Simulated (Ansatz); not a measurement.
A run of Ansatz 0.2.0 is set up as follows.

The input input.yaml:

```yaml
crystal:
  lattice:
    - [3.784322, 0.0, 0.0]
    - [0.0, 3.784322, 0.0]
    - [0.0, 0.0, 3.784322]
  atoms:
    - { symbol: Pb, position: [0.0, 0.0, 0.0] }
    - { symbol: Se, position: [0.5, 0.5, 0.5] }
hamiltonian:
  xc: pbe
  pseudopotentials: { kind: paw }
kpoints:
  mp_grid: { grid: [7, 7, 7] }
scf:
  occupations: { method: fermi_dirac, width: 0.05 }
output:
  forces: true
  stress: true
  eigenvalues: true
```

Potentials or basis: Ansatz PAW.

Launch:

```console
$ ansatz run input.yaml --threads 2 --pin off --max-ram 5120MiB --backend cpu --events-out ev --progress --plain --runs-dir out
```

Task: Predict the pressure.

Result: -0.2 GPa.

Task: Predict the band gap on the k mesh.

Result: None (metal or under the smearing width).

Spin-orbit coupling is left out, which matters for the levels of Pb.
